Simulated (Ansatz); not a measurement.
# H (fcc type): the cost of one run

Program: Ansatz 0.2.0. Level of theory: DFT PBE, scalar-relativistic. These are calculated values, not measurements.

1 further run of the same task is left out (set aside as unsound or not needed).

## (1) Starting point

The structure is cubic, space group Fm-3m (No. 225). The conventional cell has a = 2.284 Å, b = 2.284 Å, c = 2.284 Å, α = 90.00°, β = 90.00°, γ = 90.00°. H (site symmetry m-3m) is surrounded by 12 H at 1.61 Å.

Structure file:

```
H
1.0
     0.00000    1.14184    1.14184
     1.14184    0.00000    1.14184
     1.14184    1.14184    0.00000
H
1
Direct
  0.00000 0.00000 0.00000
```

The structure (fcc type) was typed from a prototype and relaxed by PAW; whether it is the ground state wasn't tested.

## (2) LAPW, all electrons

Input file input.yaml:

```yaml
crystal:
  lattice:
    - [0.0, 1.141838338, 1.141838338]
    - [1.141838338, 0.0, 1.141838338]
    - [1.141838338, 1.141838338, 0.0]
  atoms:
    - { symbol: H, position: [0.0, 0.0, 0.0] }
kpoints:
  mp_grid: { grid: [20, 20, 20] }
  band_path:
    path:
      - [0.0, 0.0, 0.0]
      - [0.5, 0.0, 0.5]
      - [0.625, 0.25, 0.625]
      - [0.375, 0.375, 0.75]
      - [0.0, 0.0, 0.0]
      - [0.5, 0.5, 0.5]
      - [0.5, 0.25, 0.75]
      - [0.5, 0.0, 0.5]
    npoints: 14
scf:
  occupations: { method: fermi_dirac, width: 0.05 }
hamiltonian:
  xc: pbe
  pseudopotentials: { kind: all_electron, lapw: { basis_error: 0.001 } }
output:
  forces: true
  stress: true
  eigenvalues: true
  populations: true
  dos: { projected: true, de: 0.2, e_range: [-14, 8] }
```

The run is started by

```
ansatz run input.yaml --threads 1 --pin off --max-ram 2048MiB --backend cpu --events-out ev --progress --plain --runs-dir out
```

What time and memory should one allow on 1 thread of Arm Neoverse V2, shared host?

About 2.8 s, with a peak of 0.2 GiB.
